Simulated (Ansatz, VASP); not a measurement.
Pb in VASP and in Ansatz

```
CELL_PARAMETERS angstrom
-1.92919 1.92919 1.92919
1.92919 -1.92919 1.92919
1.92919 1.92919 -1.92919
ATOMIC_POSITIONS crystal
Pb 0.00000 0.00000 0.00000
```

Alike in both runs: task single point; functional PBEsol; k mesh 13 × 13 × 13; occupations fermi-dirac, width 0.1 eV; no spin polarisation.

|  | VASP | Ansatz |
| --- | --- | --- |
| version | VASP 6.6.1 | Ansatz 0.2.0 |
| potentials or method | VASP PAW PBE potentials, release 64 (Pb_d) | plane waves (420 eV) with PAW, scalar-relativistic |
| plane-wave cutoff (eV) | 520 | 420 |
| valence electrons in the cell | 14 | 14 |

Ansatz gave:

* pressure (GPa): 2.1

Question: Estimate VASP's values.

Answer: Pressure (GPa): 2.0.

The functional is the same, so the differences come from potentials, cutoffs and numerics. Ansatz warned: «pseudo_functional_mismatch».

Caveats: the PAW data sets were made with another functional, which shifts forces and pressure a little (VASP). The runs have no spin-orbit coupling, so splittings on Pb are missing.
